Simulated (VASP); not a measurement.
# AlN (P6_3mc) in VASP: settings compared

The runs below take AlN through single point, with HSE06, PBE.

Everything below comes from runs of VASP 6.6.1. Logs are shortened: lines on timing, memory, paths and dates and some standing lists are left out, and cuts for length are marked.

### 1 The cell of the first run

Symmetry: P6_3mc, No. 186, hexagonal system. Conventional cell: a = 3.242 Å, b = 3.242 Å, c = 4.840 Å, α = 90.00°, β = 90.00°, γ = 120.00°. Around Al (site symmetry 3m) lie 4 N at 1.91 to 1.94 Å. N (site symmetry 3m) is surrounded by 4 Al at 1.91 to 1.94 Å.

The cell was built by a generator and needn't be a form met in nature.

### 2 Single point, HSE06 (epitaxial_xy strain +4.4%)

Contents of POSCAR:

```
AlN
1.0
    3.2424562796      0.0000000000      0.0000000000
   -1.6212281398      2.8080495088      0.0000000000
    0.0000000000      0.0000000000      4.8401251923
Al N
2 2
Direct
    0.3333333333      0.6666666667     -0.0095925105
    0.6666666667      0.3333333333      0.4904074895
    0.3333333333      0.6666666667      0.3845925105
    0.6666666667      0.3333333333      0.8845925105
```

Contents of INCAR.step1:

```
SYSTEM = AlN
ALGO = Normal
EDIFF = 1E-5
ENCUT = 520
GGA = PE
ISIF = 2
ISMEAR = 0
LASPH = .TRUE.
LCHARG = .FALSE.
LREAL = .FALSE.
LWAVE = .TRUE.
NBANDS = 16
NELM = 60
PREC = Accurate
SIGMA = 0.01
```

Contents of INCAR.step2:

```
SYSTEM = AlN
ALGO = Normal
EDIFF = 1E-6
ENCUT = 520
GGA = PE
HFSCREEN = 0.2079
ISIF = 2
ISMEAR = 0
ISTART = 1
LASPH = .TRUE.
LCHARG = .FALSE.
LHFCALC = .TRUE.
LREAL = .FALSE.
LWAVE = .FALSE.
NBANDS = 16
NELM = 60
PREC = Accurate
PRECFOCK = Normal
SIGMA = 0.01
```

Contents of KPOINTS:

```
k-points
0
G
  6 6 4
  0 0 0
```

Potentials or basis: VASP PAW PBE potentials, release 64 (Al, N).

Started as:

```bash
> cat potpaw_PBE.64/Al/POTCAR potpaw_PBE.64/N/POTCAR > POTCAR
> cp INCAR.step1 INCAR
> mpirun -np 1 vasp_std > vasp.out
> cp INCAR.step2 INCAR
> mpirun -np 1 vasp_std > vasp.out
```

OUTCAR:

```text
SYSTEM = AlN
   EDIFF = 1E-6
   ENCUT = 520
   GGA = PE
   HFSCREEN = 0.2079
   ISIF = 2
   ISMEAR = 0
   ISTART = 1
   LASPH = .TRUE.
   LHFCALC = .TRUE.
   LREAL = .FALSE.
   NELM = 60
   PREC = Accurate
   PRECFOCK = Normal

 ion  position               nearest neighbor table
   1  0.333  0.667  0.990-   3 1.91   4 1.94   4 1.94   4 1.94   2 3.06   2 3.06   2 3.06   2 3.06
                             2 3.06   2 3.06
   2  0.667  0.333  0.490-   4 1.91   3 1.94   3 1.94   3 1.94   1 3.06   1 3.06   1 3.06   1 3.06
                             1 3.06   1 3.06
   3  0.333  0.667  0.385-   1 1.91   2 1.94   2 1.94   2 1.94
   4  0.667  0.333  0.885-   2 1.91   1 1.94   1 1.94   1 1.94

  LATTYP: Found a hexagonal cell.
 ALAT       =     3.2424562796
 C/A-ratio  =     1.4927341419

  Lattice vectors:

 A1 = (   3.2424562796,   0.0000000000,   0.0000000000)
 A2 = (  -1.6212281398,   2.8080495088,   0.0000000000)
 A3 = (   0.0000000000,   0.0000000000,   4.8401251923)

Analysis of symmetry for initial positions (statically):
=====================================================================
 Subroutine PRICEL returns:
 Original cell was already a primitive cell.

 Routine SETGRP: Setting up the symmetry group for a
 hexagonal supercell.

 Subroutine GETGRP returns: Found 12 space group operations
 (whereof  6 operations were pure point group operations)
 out of a pool of 24 trial point group operations.

The static configuration has the point symmetry C_3v.
 The point group associated with its full space group is C_6v.

Analysis of symmetry for dynamics (positions and initial velocities):
=====================================================================
 Subroutine PRICEL returns:
 Original cell was already a primitive cell.

 Routine SETGRP: Setting up the symmetry group for a
 hexagonal supercell.

 Subroutine GETGRP returns: Found 12 space group operations
 (whereof  6 operations were pure point group operations)
 out of a pool of 24 trial point group operations.

The dynamic configuration has the point symmetry C_3v.
 The point group associated with its full space group is C_6v.

 Subroutine INISYM returns: Found 12 space group operations
 (whereof  6 operations are pure point group operations),
 and found     1 'primitive' translations

----------------------------------------------------------------------------------------

                                     Primitive cell

  volume of cell :      44.0692

  direct lattice vectors                    reciprocal lattice vectors
     3.242456280  0.000000000  0.000000000     0.308408168  0.178059539  0.000000000
    -1.621228140  2.808049509  0.000000000     0.000000000  0.356119077  0.000000000
     0.000000000  0.000000000  4.840125192     0.000000000  0.000000000  0.206606226

  length of vectors
     3.242456280  3.242456280  4.840125192     0.356119077  0.356119077  0.206606226

  position of ions in fractional coordinates (direct lattice)
     0.333333333  0.666666667  0.990407490
     0.666666667  0.333333333  0.490407490
     0.333333333  0.666666667  0.384592510
     0.666666667  0.333333333  0.884592510

  ion indices of the primitive-cell ions
   primitive index   ion index
                 1           1
                 2           2
                 3           3
                 4           4

----------------------------------------------------------------------------------------

 KPOINTS: k-points

Automatic generation of k-mesh.
 Grid dimensions read from file:
 generate k-points for:    6    6    4

 Generating k-lattice:

  Cartesian coordinates                     Fractional coordinates (reciprocal lattice)
     0.051401361  0.029676590  0.000000000     0.166666667 -0.000000000  0.000000000
     0.000000000  0.059353180  0.000000000     0.000000000  0.166666667  0.000000000
     0.000000000  0.000000000  0.051651557     0.000000000  0.000000000  0.250000000

  Length of vectors
     0.059353180  0.059353180  0.051651557

  Shift w.r.t. Gamma in fractional coordinates (k-lattice)
     0.000000000  0.000000000  0.000000000

 Subroutine IBZKPT returns following result:
 ===========================================

 Found     21 irreducible k-points:

 Following reciprocal coordinates:
            Coordinates               Weight
  0.000000  0.000000  0.000000      1.000000
  0.166667  0.000000  0.000000      6.000000
  0.333333  0.000000  0.000000      6.000000
  0.500000  0.000000  0.000000      3.000000
  0.166667  0.166667  0.000000      6.000000
  0.333333  0.166667  0.000000     12.000000
[... 13 lines left out ...]
  0.333333  0.166667  0.500000     12.000000
  0.333333  0.333333  0.500000      2.000000
   k-points           NKPTS =     21   k-points in BZ     NKDIM =    144   number of bands    NBANDS=     16
   number of dos      NEDOS =    301   number of ions     NIONS =      4
   total plane-waves  NPLWV =  20736
   dimension x,y,z NGX =    24 NGY =   24 NGZ =   36
   dimension x,y,z NGXF=    48 NGYF=   48 NGZF=   72
   ions per type =               2   2
   NGX,Y,Z   is equivalent  to a cutoff of  12.31, 12.31, 12.37 a.u.
   NGXF,Y,Z  is equivalent  to a cutoff of  24.61, 24.61, 24.73 a.u.
 SYSTEM =  AlN
   PREC   = accura    normal or accurate (medium, high low for compatibility)
   ISTART =      1    job   : 0-new  1-cont  2-samecut
   ICHARG =      0    charge: 1-file 2-atom 10-const
   ISPIN  =      1    spin polarized calculation?
   LNONCOLLINEAR =      F non collinear calculations
   LSORBIT =      F    spin-orbit coupling
   LASPH  =      T    aspherical Exc in radial PAW
   ENCUT  =  520.0 eV  38.22 Ry    6.18 a.u.   6.03  6.03  9.00*2*pi/ulx,y,z
   NELM   =     60;   NELMIN=  2; NELMDL=  0     # of ELM steps
   EDIFF  = 0.1E-05   stopping-criterion for ELM
   LREAL  =      F    real-space projection
   EDIFFG = 0.1E-04   stopping-criterion for IOM
   NSW    =      0    number of steps for IOM
   IBRION =     -1    ionic relax: 0-MD 1-quasi-New 2-CG
   NFREE  =      0    steps in history (QN), initial steepest desc. (CG)
   ISIF   =      2    stress and relaxation
   ISYM   =      3    0-nonsym 1-usesym 2-fastsym
   POTIM  = 0.5000    time-step for ionic-motion
   TEBEG  =    0.0;   TEEND  =   0.0 temperature during run
   PSTRESS=    0.0 pullay stress
   NELECT =      16.0000    total number of electrons
   NUPDOWN=      -1.0000    fix difference up-down
   EMIN   =  10.00;   EMAX   =-10.00  energy-range for DOS
   EFERMI =   0.00;   METHOD = LEGACY
   ISMEAR =     0;   SIGMA  =   0.01  broadening in eV -4-tet -1-fermi 0-gaus
   EFERMI_NEDOS =   21; number of points for ismear=-14 and -15
   IALGO  =     38    algorithm
   IMIX   =      1    mixing-type and parameters
     AMIX     =   0.40;   BMIX     =  1.00
     AMIX_MAG =   1.60;   BMIX_MAG =  1.00
  volume/ion in A,a.u.               =      11.02        74.35
  Fermi-wavevector in a.u.,A,eV,Ry     =   1.167893  2.206997 18.557989  1.363974
  Thomas-Fermi vector in A             =   2.304387
   LORBIT       =      0    0 simple, 1 ext, 2 COOP (PROOUT), +10 PAW based schemes
   GGA     = PE    functional components
   LHFCALC =     T    Hartree Fock is set to
   PRECFOCK=normal    Normal, Fast or Accurate (Low or Medium for compatibility)
   ENCUT4O =  -1.0   cutoff for four orbital integrals eV
   NKREDX  =     1    reduce k-point grid by
   NKREDY  =     1    reduce k-point grid by
   NKREDZ  =     1    reduce k-point grid by
   AEXX    =    0.2500 exact exchange contribution
   HFSCREEN=    0.2079 screening length (either q_TF or 0.3 A-1)
   HFSCREENC=   0.2079 screening length for correlation (either q_TF or 0.3 A-1)
   ENCUTFOCK=  -1.0 apply spherical cutoff to Coloumb kernel
   IVDW    =     0    specifies the selected vdW correction
   LEPSILON=     F    determine dielectric tensor
   LRPA    =     F    only Hartree local field effects (RPA)
 non-spin polarized calculation
 Gauss-broadening in eV      SIGMA  =   0.01
  energy-cutoff  :      520.00
  volume of cell :       44.07
 maximum number of plane-waves:      1206
  NGX = 20; NGY = 20; NGZ = 28

 number of electron      16.0000003 magnetization

 Free energy of the ion-electron system (eV)
  ---------------------------------------------------
  ext. energy  EPLUGINS =         0.00000000
  ---------------------------------------------------
  free energy    TOTEN  =       -34.67024254 eV

  energy without entropy =      -34.67024254  energy(sigma->0) =      -34.67024254

 E-fermi :   5.1764     XC(G=0):  -8.8157

 val. band max:        5.1333822284   @ k =   0.0000   0.0000   0.0000
 cond. band min:       9.8074479501   @ k =   0.0000   0.0000   0.0000
 fundamental gap:      4.6740657217
 Fermi energy:         5.1764305584

 k-point     1 :       0.0000    0.0000    0.0000
  band No.  band energies     occupation
      1     -11.6119      2.00000
      2      -9.1874      2.00000
      3      -1.2481      2.00000
      4       3.5078      2.00000
      5       3.5078      2.00000
      6       4.4503      2.00000
[... 8 lines left out ...]
     15      18.7164      0.00000
     16      20.1519      0.00000

 k-point     2 :       0.1667    0.0000    0.0000
  band No.  band energies     occupation
      1     -11.2828      2.00000
      2      -9.0513      2.00000
      3      -0.8419      2.00000
      4       2.1504      2.00000
      5       3.1034      2.00000
      6       3.1839      2.00000
[... 8 lines left out ...]
     15      18.5513      0.00000
     16      18.6225      0.00000

 k-point     3 :       0.3333    0.0000    0.0000
  band No.  band energies     occupation
      1     -10.4364      2.00000
      2      -8.8614      2.00000
      3       0.0236      2.00000
      4       0.2700      2.00000
      5       1.4101      2.00000
      6       2.4894      2.00000
[... 8 lines left out ...]
     15      18.5198      0.00000
     16      19.9317      0.00000
[... 305 lines left out ...]
 k-point    20 :       0.3333    0.1667    0.5000
  band No.  band energies     occupation
      1      -9.3357      2.00000
      2      -9.3357      2.00000
      3      -0.7370      2.00000
      4      -0.7370      2.00000
      5       1.9628      2.00000
      6       1.9628      2.00000
[... 8 lines left out ...]
     15      19.4325      0.00000
     16      19.4325      0.00000

 k-point    21 :       0.3333    0.3333    0.5000
  band No.  band energies     occupation
      1      -9.1430      2.00000
      2      -9.1430      2.00000
      3      -0.5153      2.00000
      4      -0.5153      2.00000
      5       0.8342      2.00000
      6       0.8342      2.00000
[... 8 lines left out ...]
     15      19.9990      0.00000
     16      19.9990      0.00000

------------------------ aborting loop because EDIFF is reached ----------------------------------------

  FORCE on cell =-STRESS in cart. coord.  units (eV):
  Direction    XX          YY          ZZ          XY          YZ          ZX
  --------------------------------------------------------------------------------------
  -------------------------------------------------------------------------------------
  Total       -5.0565003     -5.0565003     -0.2352583      0.0000000      0.0000000      0.0000000
  in kB     -183.8337013   -183.8337013     -8.5530314      0.0000000      0.0000000      0.0000000
  external PRESSURE =    -125.4068113 kB  Pullay stress =       0.0000000 kB

 VOLUME and BASIS-vectors are now :
 -----------------------------------------------------------------------------
  energy-cutoff  :      520.00
  volume of cell :       44.07
      direct lattice vectors                 reciprocal lattice vectors
     3.242456280  0.000000000  0.000000000     0.308408168  0.178059539  0.000000000
    -1.621228140  2.808049509  0.000000000     0.000000000  0.356119077  0.000000000
     0.000000000  0.000000000  4.840125192     0.000000000  0.000000000  0.206606226

 POSITION                                       TOTAL-FORCE (eV/Angst)
 -----------------------------------------------------------------------------------
     -0.00000      1.87203      4.79370         0.000000      0.000000     -0.006274
      1.62123      0.93602      2.37363        -0.000000      0.000000     -0.006274
     -0.00000      1.87203      1.86148        -0.000000     -0.000000      0.006274
      1.62123      0.93602      4.28154         0.000000      0.000000      0.006274
 -----------------------------------------------------------------------------------
    total drift:                                0.000000     -0.000000     -0.000090

  FREE ENERGIE OF THE ION-ELECTRON SYSTEM (eV)
  ---------------------------------------------------
  free  energy   TOTEN  =       -34.6702425401 eV

  energy  without entropy=      -34.6702425401  energy(sigma->0) =      -34.67024254
```

Wall time 35 min (1 thread of Intel Xeon Platinum 8488C (Sapphire Rapids), shared host); peak memory 0.26 GiB.

What came out:

| Property | Result |
| --- | --- |
| Free energy | -34.6702 eV |
| Pressure | -12.5 GPa |
| Largest force | 0.006 eV/Å |
| Band gap on the k mesh | 4.67 eV, direct |

Forces on the atoms (eV/Å):
```
Al   0.000  0.000 -0.006
Al   0.000  0.000 -0.006
N    0.000  0.000  0.006
N    0.000  0.000  0.006
```

Stress tensor (GPa, compression positive):
```
-18.38   0.00   0.00
  0.00 -18.38   0.00
  0.00   0.00  -0.86
```

Caveat: the PAW data sets were made with another functional, which shifts forces and pressure a little.

### 3 Single point, PBE (hydrostatic strain +4.5%)

Contents of INCAR:

```
PREC = Accurate ; ENCUT = 520
EDIFF = 1E-6 ; ISMEAR = -1
SIGMA = 0.02 ; LREAL = F
LASPH = T ; NELM = 60
ALGO = Normal ; ISIF = 2
LWAVE = F ; LCHARG = F
GGA = PE ; NBANDS = 16
```

Contents of KPOINTS:

```
Automatic mesh
0
Gamma
  12 12 6
```

Contents of POSCAR:

```
AlN
1.0
    3.2452523040      0.0000000000      0.0000000000
   -1.6226261520      2.8104709369      0.0000000000
    0.0000000000      0.0000000000      5.2006367363
Al N
2 2
Direct
    0.3333333333      0.6666666667     -0.0028056834
    0.6666666667      0.3333333333      0.4971943166
    0.3333333333      0.6666666667      0.3778056834
    0.6666666667      0.3333333333      0.8778056834
```

Potentials or basis: VASP PAW PBE potentials, release 64 (Al, N).

Started as:

```bash
> cat potpaw_PBE.64/Al/POTCAR potpaw_PBE.64/N/POTCAR > POTCAR
> mpirun -np 1 vasp_std > vasp.out
```

It took 32 s on 1 thread of Intel Xeon Platinum 8488C (Sapphire Rapids), shared host; peak memory 0.18 GiB.

Results (log left out):

| Property | Result |
| --- | --- |
| Free energy | -29.4956 eV |
| Pressure | -17.1 GPa |
| Largest force | 0.009 eV/Å |
| Band gap on the k mesh | 3.15 eV, direct |

Forces on the atoms (eV/Å):
```
Al   0.000  0.000 -0.009
Al   0.000  0.000 -0.009
N    0.000  0.000  0.009
N    0.000  0.000  0.009
```

Stress tensor (GPa, compression positive):
```
-17.59   0.00   0.00
  0.00 -17.59   0.00
  0.00   0.00 -16.09
```

Levels at points of the mesh, in eV from the valence-band top:
```tsv
k point	band 5	band 6	band 7	band 8	band 9	band 10	band 11	band 12
(0.00, 0.00, 0.00)	-0.78	-0.16	-0.16	0.00	3.15	5.61	9.62	10.26
(0.50, 0.00, 0.00)	-3.05	-1.89	-1.59	-0.63	5.40	5.52	7.13	9.37
(0.00, 0.00, 0.50)	-0.48	-0.48	-0.48	-0.48	5.42	5.42	9.33	9.33
(0.50, 0.00, 0.50)	-1.33	-1.33	-1.24	-1.24	4.88	4.88	8.48	8.48
```

Caveat: so large a pressure means that the cell lies far from this level's equilibrium, or that cutoff or potentials fall short. A k mesh can miss the band edges.
